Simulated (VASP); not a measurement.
# AlN (P6_3mc) in VASP: further runs, part 2 of 2

VASP 6.6.1.

## (4) Phonons, LDA

POSCAR

```
AlN
1.0
    3.1130000000      0.0000000000      0.0000000000
   -1.5565000000      2.6959370820      0.0000000000
    0.0000000000      0.0000000000      4.9810000000
Al N
2 2
Direct
    0.6666666667      0.3333333333      0.5000000000
    0.3333333333      0.6666666667      0.0000000000
    0.6666666667      0.3333333333      0.8800000000
    0.3333333333      0.6666666667      0.3800000000
```

INCAR.step1

```
PREC     = Accurate       # precision mode
ENCUT    = 600            # plane-wave cutoff, eV
EDIFF    = 1E-8           # SCF threshold, eV
ISMEAR   = 0              # smearing method
SIGMA    = 0.02           # smearing width, eV
LREAL    = F              # projectors in reciprocal space
LASPH    = T              # aspherical terms in the spheres
NELM     = 100            # most SCF steps
ALGO     = Normal         # electronic algorithm
ISIF     = 3              # what is computed and relaxed
LWAVE    = F              # write WAVECAR
LCHARG   = F              # write CHGCAR
IBRION   = 2              # ionic algorithm
NSW      = 40             # ionic steps
EDIFFG   = -0.002         # ionic threshold
```

INCAR.step2

```
PREC     = Accurate       # precision mode
ENCUT    = 600            # plane-wave cutoff, eV
EDIFF    = 1E-8           # SCF threshold, eV
ISMEAR   = 0              # smearing method
SIGMA    = 0.02           # smearing width, eV
LREAL    = F              # projectors in reciprocal space
LASPH    = T              # aspherical terms in the spheres
NELM     = 100            # most SCF steps
ALGO     = Normal         # electronic algorithm
ISIF     = 2              # what is computed and relaxed
LWAVE    = F              # write WAVECAR
LCHARG   = F              # write CHGCAR
IBRION   = 8              # ionic algorithm
NSW      = 1              # ionic steps
```

KPOINTS

```
Automatic mesh
0
Gamma
  7 7 5
```

Potentials or basis: VASP PAW LDA potentials, release 64 (Al, N).

Run with:

```console
cat potpaw_LDA.64/Al/POTCAR potpaw_LDA.64/N/POTCAR > POTCAR
cp INCAR.step1 INCAR
mpirun -np 1 vasp_std > vasp.out
cp CONTCAR POSCAR
cp INCAR.step2 INCAR
mpirun -np 1 vasp_std > vasp.out
```

OUTCAR:

```text
PREC = Accurate
   ENCUT = 600
   EDIFF = 1E-8
   ISMEAR = 0
   LREAL = F
   LASPH = T
   NELM = 100
   ISIF = 2
   IBRION = 8
   NSW = 1

 ion  position               nearest neighbor table
   1  0.667  0.333  0.499-   4 1.88   4 1.88   4 1.88   3 1.89   2 3.05   2 3.05   2 3.05   2 3.05
                             2 3.05   2 3.05
   2  0.333  0.667  0.999-   3 1.88   3 1.88   3 1.88   4 1.89   1 3.05   1 3.05   1 3.05   1 3.05
                             1 3.05   1 3.05
   3  0.667  0.333  0.881-   2 1.88   2 1.88   2 1.88   1 1.89
   4  0.333  0.667  0.381-   1 1.88   1 1.88   1 1.88   2 1.89

  LATTYP: Found a hexagonal cell.
[... 641 lines left out ...]

 Eigenvectors and eigenvalues of the dynamical matrix
 ----------------------------------------------------

   1 f  =   21.928720 THz   137.782212 2PiTHz  731.463367 cm-1    90.689858 meV
             X         Y         Z           dx          dy          dz
      1.545677  0.892397  2.468624     0.000000   -0.000000    0.008065
     -0.000000  1.784794  4.942194     0.000000   -0.000000   -0.008065
      1.545677  0.892397  4.358430    -0.000000    0.000000   -0.707061
     -0.000000  1.784794  1.884860    -0.000000    0.000000    0.707061
[... 71 lines left out ...]
  12 f/i=    0.001791 THz     0.011253 2PiTHz    0.059741 cm-1     0.007407 meV
             X         Y         Z           dx          dy          dz
      1.545677  0.892397  2.468624    -0.000000   -0.000000   -0.573703
     -0.000000  1.784794  4.942194    -0.000000   -0.000000   -0.573703
      1.545677  0.892397  4.358430    -0.000000   -0.000000   -0.413357
     -0.000000  1.784794  1.884860    -0.000000   -0.000000   -0.413357

--------------------------------------------------------------------------------------------------------

 ELASTIC MODULI CONTR FROM IONIC RELAXATION (kBar)
 Direction    XX          YY          ZZ          XY          YZ          ZX
 --------------------------------------------------------------------------------
 XX        -774.9411    360.4211    459.1447      0.0000      0.0000     -0.0000
 YY         360.4211   -774.9411    459.1447      0.0000      0.0000      0.0000
 ZZ         459.1447    459.1447  -1017.1468     -0.0000      0.0000      0.0000
 XY           0.0000      0.0000     -0.0000   -567.6811     -0.0000      0.0000
 YZ          -0.0000      0.0000      0.0000     -0.0000   -147.1420      0.0000
 ZX          -0.0000      0.0000      0.0000      0.0000      0.0000   -152.4592
 --------------------------------------------------------------------------------
```

OUTCAR.step1:

```text
PREC = Accurate
   ENCUT = 600
   EDIFF = 1E-8
   ISMEAR = 0
   LREAL = F
   LASPH = T
   NELM = 100
   ISIF = 3
   IBRION = 2
   NSW = 40
   EDIFFG = -0.002
[... 486 lines left out ...]
  band No.  band energies     occupation
      1      -9.0680      2.00000
      2      -6.7818      2.00000
      3      -0.0523      2.00000
      4       5.2010      2.00000
      5       5.2010      2.00000
      6       5.8622      2.00000
      7       5.8622      2.00000
      8       6.0908      2.00000
      9      10.4917      0.00000
     10      12.7980      0.00000
     11      16.7264      0.00000
     12      17.1688      0.00000
[... 374 lines left out ...]
  FREE ENERGIE OF THE ION-ELECTRON SYSTEM (eV)
  ---------------------------------------------------
  free  energy   TOTEN  =       -32.8432204309 eV

  energy  without entropy=      -32.8432204309  energy(sigma->0) =      -32.84322043

 reached required accuracy - stopping structural energy minimisation
```

It took 2.8 min on 1 thread of AMD EPYC 9R45 (Zen 5), shared host; peak memory 0.29 GiB.

Results:

```
Relaxed volume                                          : 10.24 Å³/atom
Relaxed cell                                            : a = 3.091 Å, b = 3.091 Å, c = 4.947 Å, α = 90.00°, β = 90.00°, γ = 120.00°
Space group after relaxing (to 0.05 Å)                  : P6_3mc (No. 186)
Highest phonon frequency at Γ, LO-TO splitting left out : 731 cm⁻¹
```

Step by step:
| step | energy change (eV) | largest force (eV/Å) | pressure (GPa) | volume (Å³) |
| --- | --- | --- | --- | --- |
| 1 | 0.0000 | 0.1197 | -4.18 | 41.80 |
| 2 | -0.0013 | 0.0855 | 4.22 | 40.18 |
| 3 | -0.0124 | 0.0191 | -0.02 | 40.95 |
| 4 | -0.0124 | 0.0170 | 0.07 | 40.94 |
| 5 | -0.0126 | 0.0120 | 0.09 | 40.93 |
| 6 | -0.0126 | 0.0072 | 0.11 | 40.92 |
| 7 | -0.0126 | 0.0090 | -0.12 | 40.97 |
| 8 | -0.0126 | 0.0005 | 0.00 | 40.94 |

Final structure:
```
Al N
1.0
     3.09135    0.00000    0.00000
    -1.54568    2.67719    0.00000
     0.00000    0.00000    4.94714
Al N
2 2
Direct
  0.66667 0.33333 0.49900
  0.33333 0.66667 0.99900
  0.66667 0.33333 0.88100
  0.33333 0.66667 0.38100
```

Phonon frequencies in cm⁻¹ (negative: imaginary):
| q point | frequencies |
| --- | --- |
| (0.000, 0.000, 0.000) | 0 0 0 239 239 554 624 671 671 682 682 731 |

## (5) Elastic constants, LDA

POSCAR is that of step 4.

INCAR.step1

```
ALGO = Normal
EDIFF = 1E-8
EDIFFG = -0.002
ENCUT = 600
IBRION = 2
ISIF = 3
ISMEAR = 0
LASPH = T
LCHARG = F
LREAL = F
LWAVE = F
NELM = 100
NSW = 40
PREC = Accurate
SIGMA = 0.02
```

INCAR.step2

```
ALGO = Normal
EDIFF = 1E-8
ENCUT = 600
IBRION = 6
ISIF = 3
ISMEAR = 0
LASPH = T
LCHARG = F
LREAL = F
LWAVE = F
NELM = 100
NFREE = 2
NSW = 1
POTIM = 0.015
PREC = Accurate
SIGMA = 0.02
```

KPOINTS

```
k-points
0
Gamma
  7 7 5
```

Run with:

```console
cat potpaw_LDA.64/Al/POTCAR potpaw_LDA.64/N/POTCAR > POTCAR
cp INCAR.step1 INCAR
mpirun -np 1 vasp_std > vasp.out
cp CONTCAR POSCAR
cp INCAR.step2 INCAR
mpirun -np 1 vasp_std > vasp.out
```

It took 5.2 min on 1 thread of AMD EPYC 9R45 (Zen 5), shared host; peak memory 0.24 GiB.

It converged, with:

| Quantity | Value |
| --- | --- |
| Relaxed volume | 10.24 Å³/atom |
| Relaxed cell | a = 3.091 Å, b = 3.091 Å, c = 4.947 Å, α = 90.00°, β = 90.00°, γ = 120.00° |
| Space group after relaxing (to 0.05 Å) | P6_3mc (No. 186) |
| Voigt bulk modulus | 212 GPa |
| Highest phonon frequency at Γ, LO-TO splitting left out | 732 cm⁻¹ |

The path:
```csv
step,energy change (eV),largest force (eV/Å),pressure (GPa),volume (Å³)
1,0.0000,0.1197,-4.18,41.80
2,-0.0013,0.0855,4.22,40.18
3,-0.0124,0.0191,-0.02,40.95
4,-0.0124,0.0170,0.07,40.94
5,-0.0126,0.0120,0.09,40.93
6,-0.0126,0.0072,0.11,40.92
7,-0.0126,0.0090,-0.12,40.97
8,-0.0126,0.0005,0.00,40.94
```

Final structure:
```
Al N
1.0
     3.09135    0.00000    0.00000
    -1.54568    2.67719    0.00000
     0.00000    0.00000    4.94714
Al N
2 2
Direct
  0.66667 0.33333 0.49900
  0.33333 0.66667 0.99900
  0.66667 0.33333 0.88100
  0.33333 0.66667 0.38100
```

Phonon frequencies in cm⁻¹ (negative: imaginary):
| q point | frequencies |
| --- | --- |
| (0.000, 0.000, 0.000) | 0 0 0 239 239 554 624 671 671 682 682 732 |

Elastic tensor in Voigt notation (GPa, in the Cartesian axes of the cell as first typed):
```
397 145 113   0   0   0
145 397 113   0   0   0
113 113 370   0   0   0
  0   0   0 115   0   0
  0   0   0   0 115   0
  0   0   0   0   0 126
```

Clamped-ion elastic tensor (GPa):
```
476 107  67   0   0   0
107 476  67   0   0   0
 67  67 472   0   0   0
  0   0   0 131   0   0
  0   0   0   0 131   0
  0   0   0   0   0 184
```

## (6) Summary

| task | cell | k mesh | cutoff (eV) | ions in elastic constants | gap on the mesh (eV) | pressure (GPa) | largest force (eV/Å) |
| --- | --- | --- | --- | --- | --- | --- | --- |
| electric field gradients | as given | 10 × 10 × 6 | 520 | - | 4.25 | -4.1 | 0.12 |
| core levels | as given | 10 × 10 × 6 | 520 | - | 4.25 | -4.1 | 0.12 |
| phonons | relaxed | 7 × 7 × 5 | 600 | - | - | - | - |
| elastic constants | relaxed | 7 × 7 × 5 | 600 | relaxed | - | - | - |

Alike in all rows: level LDA; potentials or basis VASP PAW LDA potentials, release 64 (Al, N); no spin polarisation; smearing gaussian 0.02 eV.

Absolute energies hang on the potentials; compare differences alone.

## (7) Against experiment

Step 2. A measured gap of AlN is 6.034 eV (an exciton energy, a little under the gap; 10 K; quoted in “Self-assembly of well-separated AlN nanowires directly on sputtered metallic TiN films”, 2019, arxiv:1910.07391); the calculated 4.25 eV misses it by -1.79 eV. 2 values of this kind are on record (6.034 to 6.0343 eV); this one was drawn at random. The value is that of LDA on a finite k mesh, which can miss the band edges, without temperature or zero-point motion. Semilocal functionals fall short of measured gaps as a rule.

Step 3. A measured gap of AlN is 6.0343 eV (an exciton energy, a little under the gap; 0 K; quoted in “Structural and optical properties of self-assembled AlN nanowires grown on SiO2/Si substrates by molecular beam epitaxy”, 2024, arxiv:2402.00216); the calculated 4.25 eV misses it by -1.79 eV. 2 values of this kind are on record (6.034 to 6.0343 eV); this one was drawn at random. The value is that of LDA on a finite k mesh, which can miss the band edges, without temperature or zero-point motion. Semilocal functionals fall short of measured gaps as a rule.
